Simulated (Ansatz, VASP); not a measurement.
# TaN: VASP beside Ansatz

File INCAR:

```
PREC = Accurate
ENCUT = 520
EDIFF = 1E-7
ISMEAR = -1
SIGMA = 0.05
LREAL = F
LASPH = T
NELM = 100
ALGO = Fast
ISIF = 2
LWAVE = F
LCHARG = F
LMAXMIX = 4
GGA = PE
```

The input KPOINTS:

```
Automatic mesh
0
Gamma
  10 10 5
```

File POSCAR:

```
TaN
1.0
    2.9217699809      0.0000000000      0.0000000000
   -1.4608849905      2.5303270275      0.0000000000
    0.0000000000      0.0000000000      5.9165150000
Ta N
2 2
Direct
    0.0000000000      0.0000000000      0.5000000000
    0.0000000000      0.0000000000      0.0000000000
    0.3333333333      0.6666666667      0.2500000000
    0.6666666667      0.3333333333      0.7500000000
```

The input KPOINTS_OPT:

```
path GMKGALHA,LM,KH
20
line-mode
reciprocal
 0.0000000000  0.0000000000  0.0000000000  G
 0.5000000000  0.0000000000  0.0000000000  M

 0.5000000000  0.0000000000  0.0000000000  M
 0.3333333333  0.3333333333  0.0000000000  K

 0.3333333333  0.3333333333  0.0000000000  K
 0.0000000000  0.0000000000  0.0000000000  G

 0.0000000000  0.0000000000  0.0000000000  G
 0.0000000000  0.0000000000  0.5000000000  A

 0.0000000000  0.0000000000  0.5000000000  A
 0.5000000000  0.0000000000  0.5000000000  L

 0.5000000000  0.0000000000  0.5000000000  L
 0.3333333333  0.3333333333  0.5000000000  H

 0.3333333333  0.3333333333  0.5000000000  H
 0.0000000000  0.0000000000  0.5000000000  A

 0.5000000000  0.0000000000  0.5000000000  L
 0.5000000000  0.0000000000  0.0000000000  M

 0.3333333333  0.3333333333  0.0000000000  K
 0.3333333333  0.3333333333  0.5000000000  H
```

input.yaml

```yaml
crystal:
  lattice:
    - [2.9217699809, 0.0, 0.0]
    - [-1.4608849905, 2.5303270275, 0.0]
    - [0.0, 0.0, 5.916515]
  atoms:
    - { symbol: Ta, position: [0.0, 0.0, 0.5] }
    - { symbol: Ta, position: [0.0, 0.0, 0.0] }
    - { symbol: "N", position: [0.3333333333, 0.6666666667, 0.25] }
    - { symbol: "N", position: [0.6666666667, 0.3333333333, 0.75] }
hamiltonian:
  xc: pbe
  pseudopotentials: { kind: paw }
kpoints:
  mp_grid: { grid: [10, 10, 5] }
  band_path:
    path:
      - [[0.0, 0.0, 0.0], [0.5, 0.0, 0.0], [0.3333333333, 0.3333333333, 0.0], [0.0, 0.0, 0.0], [0.0, 0.0, 0.5], [0.5, 0.0, 0.5], [0.3333333333, 0.3333333333, 0.5], [0.0, 0.0, 0.5]]
      - [[0.5, 0.0, 0.5], [0.5, 0.0, 0.0]]
      - [[0.3333333333, 0.3333333333, 0.0], [0.3333333333, 0.3333333333, 0.5]]
    npoints: 14
scf:
  occupations: { method: fermi_dirac, width: 0.05 }
  n_extra_bands: 10
output:
  forces: true
  stress: true
  eigenvalues: true
  fatbands: false
```

The cell comes from a database or a generator and needn't be the stable form of this composition.

Alike in both runs: task band structure; functional PBE; k mesh 10 × 10 × 5; occupations fermi-dirac, width 0.05 eV; no spin polarisation.

```csv
,VASP,Ansatz
version,VASP 6.6.1,Ansatz 0.2.0
potentials or method,"VASP PAW PBE potentials, release 64 (Ta_pv, N)",Ansatz PAW
plane-wave cutoff (eV),520,420
valence electrons in the cell,32,36
```

Ansatz gave:

```
gap on the k mesh at the Fermi level (eV)       : none
pressure (GPa)                                  : -1.0
largest component of the traceless stress (GPa) : 0.09
```

Q: Estimate VASP's values.

A: gap on the k mesh at the Fermi level (eV): none; pressure (GPa): -0.4; largest component of the traceless stress (GPa): 0.14.

A gap of «none» marks a metal or a gap that the smearing closes. The two sets of potentials don't hold the same shells in valence.

Caveats: spin-orbit coupling is left out, which moves the levels of the heavy elements; the pressure holds a Pulay correction of +0.4 GPa for the finite cutoff (Ansatz).
